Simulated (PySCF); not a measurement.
A run of PySCF 2.14.0:

File run.py:

```python
import json
import numpy as np
from pyscf.pbc import gto, scf, dft, df

cell = gto.Cell()
cell.basis = 'DZVP-MOLOPT-SR-GTH-q12'
cell.pseudo = 'GTH-PBE-q12'
cell.fromfile('Hf.cif')
cell.ke_cutoff = 80  # hartree
cell.exp_to_discard = 0.02
cell.precision = 1e-08
cell.space_group_symmetry = True
cell.symmorphic = False
cell.max_memory = 5880  # MB
cell.verbose = 4
cell.build()

res = {}
kpts = cell.make_kpts([4, 4, 4], space_group_symmetry=True, time_reversal_symmetry=True)
cell.space_group_symmetry = False  # the mesh holds the operations; no search on the supercells of the integral code
mf = dft.KRKS(cell, kpts, xc='scan')
mf = mf.multigrid_numint()
mf = mf.smearing(sigma=0.00183747, method='fermi')  # hartree
mf.conv_tol = 1e-07
mf.max_cycle = 60

mf.kernel()
res.update(converged=bool(mf.converged), e_tot=mf.e_tot, nelec=cell.nelectron, nao=cell.nao, mesh=list(map(int, cell.mesh)), a=cell.lattice_vectors().tolist(), coords=cell.atom_coords().tolist(),
           mo_energy=[np.real(x).tolist() for x in mf.mo_energy], mo_occ=[np.real(x).tolist() for x in mf.mo_occ])
res.update(e_free=mf.e_free, e_zero=mf.e_zero)
res.update(kpts=kpts.kpts_scaled_ibz.tolist(), weights=kpts.weights_ibz.tolist())
res['parts'] = {k: float(np.real(v)) for k, v in mf.scf_summary.items() if np.isscalar(v)}
json.dump(res, open('results.json', 'w'))
if not mf.converged:
    raise SystemExit('SCF not converged')

print('levels (eV)')
for i, kp in enumerate(res['kpts'][:40]):
    print('k %7.4f %7.4f %7.4f  ' % tuple(kp), ' '.join('%.3f' % (x * 27.211386) for x in res['mo_energy'][i][:11]))

mf = mf.to_khf()  # unfold to the whole mesh
kpts = mf.kpts
# Mulliken populations
dm, s = np.asarray(mf.make_rdm1()), np.asarray(mf.get_ovlp())
sites = cell.aoslice_by_atom()[:, 2:]
tot = np.einsum('kij,kji->i', dm, s).real / len(kpts)
res['mulliken'] = [cell.atom_charge(i) - tot[a0:a1].sum() for i, (a0, a1) in enumerate(sites)]
print('Mulliken charges', np.round(res['mulliken'], 5))

scaled = np.array([[0.0, 0.0, 0.0], [0.0625, -0.0625, 0.0625], [0.125, -0.125, 0.125], [0.1875, -0.1875, 0.1875], [0.25, -0.25, 0.25], [0.3125, -0.3125, 0.3125], [0.375, -0.375, 0.375], [0.4375, -0.4375, 0.4375], [0.5, -0.5, 0.5], [0.4, -0.4, 0.5], [0.3, -0.3, 0.5], [0.2, -0.2, 0.5], [0.1, -0.1, 0.5], [0.0, 0.0, 0.5], [0.0, 0.0, 0.4], [0.0, 0.0, 0.3], [0.0, 0.0, 0.2], [0.0, 0.0, 0.1], [0.0, 0.0, 0.0], [0.03125, 0.03125, 0.03125], [0.0625, 0.0625, 0.0625], [0.09375, 0.09375, 0.09375], [0.125, 0.125, 0.125], [0.15625, 0.15625, 0.15625], [0.1875, 0.1875, 0.1875], [0.21875, 0.21875, 0.21875], [0.25, 0.25, 0.25], [0.28125, 0.15625, 0.28125], [0.3125, 0.0625, 0.3125], [0.34375, -0.03125, 0.34375], [0.375, -0.125, 0.375], [0.40625, -0.21875, 0.40625], [0.4375, -0.3125, 0.4375], [0.46875, -0.40625, 0.46875], [0.5, -0.5, 0.5], [0.25, 0.25, 0.25], [0.1875, 0.1875, 0.3125], [0.125, 0.125, 0.375], [0.0625, 0.0625, 0.4375], [0.0, 0.0, 0.5]])  # GHNGPH,PN
e_kn = mf.get_bands(cell.get_abs_kpts(scaled))[0]
res.update(band_k=np.asarray(scaled).tolist(), bands=np.asarray(e_kn).real.tolist())
for kp, e in zip(scaled, np.asarray(e_kn).real):
    print('k %7.4f %7.4f %7.4f  ' % tuple(kp), ' '.join('%8.3f' % (x * 27.211386) for x in e[:12]))
res['done'] = True
json.dump(res, open('results.json', 'w'))
```

The input Hf.cif:

```cif
data_Hf
_cell_length_a 3.12635171
_cell_length_b 3.12635171
_cell_length_c 3.12635171
_cell_angle_alpha 109.47122063
_cell_angle_beta 109.47122063
_cell_angle_gamma 109.47122063
_space_group_name_H-M_alt 'P1'
_space_group_name_Hall 'P 1'
_space_group_IT_number 1
loop_
_space_group_symop_operation_xyz
'x,y,z'
loop_
_atom_site_label
_atom_site_type_symbol
_atom_site_symmetry_multiplicity
_atom_site_Wyckoff_symbol
_atom_site_fract_x
_atom_site_fract_y
_atom_site_fract_z
_atom_site_occupancy
Hf1 Hf 1 a 0.0000000000 0.0000000000 0.0000000000 1
```

Potentials or basis: DZVP-MOLOPT-SR/GTH-PBE (potentials made for PBE).

Launch:

```bash
$ OMP_NUM_THREADS=4 python -u run.py > log
```

Hardware: 4 threads of Intel(R) Xeon(R) Processor @ 2.50GHz (Skylake/Cascade Lake) (shared host).

How long does it take, and how much memory?

It took 2.4 min on 4 threads of Intel(R) Xeon(R) Processor @ 2.50GHz (Skylake/Cascade Lake), with other jobs on the host, peak memory 4.7 GiB. Counts: scf iterations 5, basis 26, k points 8.
